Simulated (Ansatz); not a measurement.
# GaN: the cost of one run

Program: Ansatz 0.2.0. Level of theory: DFT PBE, scalar-relativistic, plane waves, PAW. These are calculated values, not measurements.

The COD entry's cell or inner coordinates are ideal or old and differ from later refinements, so a difference from it is no clean test against experiment.

**1. The system as given**

Symmetry: P6_3mc, No. 186, hexagonal system. Conventional cell: a = 3.180 Å, b = 3.180 Å, c = 5.166 Å, α = 90.00°, β = 90.00°, γ = 120.00°. Ga (site symmetry 3m) is surrounded by 4 N at 1.94 to 1.95 Å. N (site symmetry 3m) has 4 Ga at 1.94 to 1.95 Å as nearest neighbours.

Coordinates:

```cif
data_structure
_symmetry_space_group_name_H-M 'P6_3mc'
_symmetry_Int_Tables_number 186
_cell_length_a 3.1800
_cell_length_b 3.1800
_cell_length_c 5.1660
_cell_angle_alpha 90.000
_cell_angle_beta 90.000
_cell_angle_gamma 120.000
_cell_volume 45.24
loop_
_atom_site_label
_atom_site_type_symbol
_atom_site_symmetry_multiplicity
_atom_site_Wyckoff_symbol
_atom_site_fract_x
_atom_site_fract_y
_atom_site_fract_z
_atom_site_occupancy
Ga1 Ga 2 b 0.66667 0.33333 0.00000 1
N1 N 2 b 0.66667 0.33333 0.62500 1
```

The runs take a perfect supercell of 48 atoms; the defect goes to fractional position (0.833, 0.167, 0.000).

**2. The perfect supercell**

input.yaml

```yaml
crystal:
  lattice:
    - [-4.77, 2.753961, 5.166]
    - [4.77, -2.753961, 5.166]
    - [4.77, 8.261882, -5.166]
  atoms:
    - { symbol: Ga, position: [0.833333, 0.166667, 0.0] }
    - { symbol: Ga, position: [0.333333, 0.666667, 0.0] }
    - { symbol: Ga, position: [0.166666, 0.0, 0.166667] }
    - { symbol: Ga, position: [0.666666, 0.5, 0.166667] }
    - { symbol: Ga, position: [0.5, 0.833334, 0.333333] }
    - { symbol: Ga, position: [0.0, 0.333334, 0.333333] }
    - { symbol: Ga, position: [0.833333, 0.666667, 0.5] }
    - { symbol: Ga, position: [0.333333, 0.166667, 0.5] }
    - { symbol: Ga, position: [0.166666, 0.5, 0.666667] }
    - { symbol: Ga, position: [0.666666, 0.0, 0.666667] }
    - { symbol: Ga, position: [0.5, 0.333334, 0.833333] }
    - { symbol: Ga, position: [0.0, 0.833334, 0.833333] }
    - { symbol: Ga, position: [0.416667, 0.083333, 0.0] }
    - { symbol: Ga, position: [0.916667, 0.583333, 0.0] }
    - { symbol: Ga, position: [0.75, 0.916666, 0.166667] }
    - { symbol: Ga, position: [0.25, 0.416666, 0.166667] }
    - { symbol: Ga, position: [0.083334, 0.75, 0.333333] }
    - { symbol: Ga, position: [0.583334, 0.25, 0.333333] }
    - { symbol: Ga, position: [0.416667, 0.583333, 0.5] }
    - { symbol: Ga, position: [0.916667, 0.083333, 0.5] }
    - { symbol: Ga, position: [0.75, 0.416666, 0.666667] }
    - { symbol: Ga, position: [0.25, 0.916666, 0.666667] }
    - { symbol: Ga, position: [0.083334, 0.25, 0.833333] }
    - { symbol: Ga, position: [0.583334, 0.75, 0.833333] }
    - { symbol: "N", position: [0.020833, 0.354167, 0.0] }
    - { symbol: "N", position: [0.520833, 0.854167, 0.0] }
    - { symbol: "N", position: [0.354166, 0.1875, 0.166667] }
    - { symbol: "N", position: [0.854166, 0.6875, 0.166667] }
    - { symbol: "N", position: [0.6875, 0.020834, 0.333333] }
    - { symbol: "N", position: [0.1875, 0.520834, 0.333333] }
    - { symbol: "N", position: [0.020833, 0.854167, 0.5] }
    - { symbol: "N", position: [0.520833, 0.354167, 0.5] }
    - { symbol: "N", position: [0.354166, 0.6875, 0.666667] }
    - { symbol: "N", position: [0.854166, 0.1875, 0.666667] }
    - { symbol: "N", position: [0.6875, 0.520834, 0.833333] }
    - { symbol: "N", position: [0.1875, 0.020834, 0.833333] }
    - { symbol: "N", position: [0.604167, 0.270833, 0.0] }
    - { symbol: "N", position: [0.104167, 0.770833, 0.0] }
    - { symbol: "N", position: [0.9375, 0.104166, 0.166667] }
    - { symbol: "N", position: [0.4375, 0.604166, 0.166667] }
    - { symbol: "N", position: [0.270834, 0.9375, 0.333333] }
    - { symbol: "N", position: [0.770834, 0.4375, 0.333333] }
    - { symbol: "N", position: [0.604167, 0.770833, 0.5] }
    - { symbol: "N", position: [0.104167, 0.270833, 0.5] }
    - { symbol: "N", position: [0.9375, 0.604166, 0.666667] }
    - { symbol: "N", position: [0.4375, 0.104166, 0.666667] }
    - { symbol: "N", position: [0.270834, 0.4375, 0.833333] }
    - { symbol: "N", position: [0.770834, 0.9375, 0.833333] }
basis:
  ecutwfc: 420
  fft_grid_basis: typed
kpoints:
  mp_grid: { grid: [2, 2, 2] }
hamiltonian:
  xc: pbe
  pseudopotentials: { kind: paw }
scf:
  occupations: { method: gaussian, width: 0.05 }
output:
  forces: true
  stress: false
  eigenvalues: true
  bader: false
  write_density: true
  volumetric_format: npy
```

Run with:

```bash
ansatz run input.yaml --threads 8 --pin off --max-ram 16384MiB --backend cpu --events-out ev --progress --plain --runs-dir out
```

**Question.** How long does this run take on 8 threads of Intel Xeon 6975P-C (Granite Rapids), shared host, and how much memory does it need?

About 4.6 s, with a peak of 3.4 GiB.
